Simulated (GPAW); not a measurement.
## Pm in GPAW: convergence with k mesh

The system is Pm.

```xyz
1
Lattice="0.0000 2.5842 2.5842 2.5842 0.0000 2.5842 2.5842 2.5842 0.0000" Properties=species:S:1:pos:R:3 pbc="T T T"
Pm    0.0000    0.0000    0.0000
```

This isn't the form of Pm at room conditions, which is double hcp.

```yaml
Program: GPAW 26.7.0
Task: convergence study
Functional: PBE
Potentials_or_basis: GPAW PAW data sets (gpaw-data 1.2.1)
Cutoff: 800 eV
Basis: pw
k_mesh: 2 × 2 × 2
Occupations: fermi-dirac, width 0.05 eV
Spin: collinear spin, ferromagnetic start
Starting_moments: "[4.0] μB"
```

These are the settings of the first run; the series varies k mesh, with any setting tied to it.

Hardware: 1 thread of Arm Neoverse V1, on a shared host.

| k mesh | energy less the tightest run, at zero smearing (meV/atom) | pressure (GPa) | largest site moment (μB) | SCF cycles | CPU time (s) | peak memory (GiB) |
| --- | --- | --- | --- | --- | --- | --- |
| 2 × 2 × 2 | -1369.85 | -12.16 | 4.38 | 20 | 17 | 0.18 |
| 3 × 3 × 3 | -31.79 | 1.62 | 4.66 | 22 | 21 | 0.18 |
| 4 × 4 × 4 | 41.05 | -0.01 | 4.52 | 19 | 28 | 0.18 |
| 5 × 5 × 5 | 17.00 | 1.42 | 4.55 | 21 | 36 | 0.18 |
| 6 × 6 × 6 | 0.47 | 1.48 | 4.53 | 16 | 40 | 0.19 |
| 7 × 7 × 7 | -6.42 | 1.05 | 4.54 | 16 | 48 | 0.2 |
| 8 × 8 × 8 | 1.40 | 1.07 | 4.53 | 16 | 62 | 0.21 |
| 10 × 10 × 10 | 2.75 | 1.23 | 4.54 | 17 | 110 | 0.24 |
| 12 × 12 × 12 | 0.00 | 1.20 | 4.54 | 16 | 150 | 0.28 |

Against the tightest run, the pressure stays within 0.1 GPa from 10 × 10 × 10 on; the largest site moment stays within 0.02 μB from 5 × 5 × 5 on. Not settled before the last step: the energy (to 1 meV/atom). Meshes of other sizes hit other points, so gaps and Fermi surfaces needn't settle smoothly. The tightest run that finished is the yardstick and may itself not be fully converged.

Caveat, for the tightest run too: one-centre terms of the f shell are cut off; the magnetic or orbital state may not be the lowest; spin-orbit coupling is left out, which moves the levels of the heavy elements. The state reached can hang on the start; a lower one may exist.
